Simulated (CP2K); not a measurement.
ScAl:

```
CELL_PARAMETERS angstrom
3.37035 0.00000 0.00000
0.00000 3.37035 0.00000
0.00000 0.00000 3.37035
ATOMIC_POSITIONS crystal
Sc 0.50000 0.50000 0.50000
Al 0.00000 0.00000 0.00000
```

The cell comes from a database or a generator and needn't be the stable form of this composition.

Base run:

* Program: CP2K 2026.2
* Functional: PBEsol
* Potentials or basis: POTENTIAL_UZH Sc GTH-PBE-q11, Al GTH-PBE-q3; TZVP-MOLOPT-PBE-GTH basis
* Density cutoff: 9184 eV
* k mesh: 8 × 8 × 8
* Occupations: fermi-dirac, width 0.05 eV
* Spin: no spin polarisation

Its results: band gap on the k mesh none (metal or under the smearing width); pressure -1.3 GPa.

Task: The run is repeated on the same cell with these changes: functional from PBEsol to rev-vdW-DF2. What comes out?

Result: Band gap on the k mesh none (metal or under the smearing width); pressure -0.3 GPa.

Caveats: the potentials were made for another functional, which shifts forces and pressure; the basis of atomic orbitals isn't converged, which shifts pressures, moduli and gaps.
